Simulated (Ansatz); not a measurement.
Problem. GeTe in space group R3m (No. 160; Ge on 3a, Te on 3a) is relaxed with PBE in the plane-wave PAW code Ansatz. What lattice parameters of the conventional cell result?

Solution. a = 4.227 Å, c = 10.941 Å.

Problem. Give the free coordinates with the occupied sites.

Solution. In one choice of origin and axes:

```
atom  site  symmetry       x       y       z
----  ----  --------  ------  ------  ------
Ge      3a        3m  0.0000  0.0000  0.7661
Te      3a        3m  0.0000  0.0000  0.2339
```

Problem. Is it a metal or does it have a gap at this level?

Solution. A gap of 0.56 eV, indirect.

Symmetry was held in the PBE relaxation. Spin–orbit coupling is left out wherever it is not named.

Potentials: the later of the program's two PAW sets.
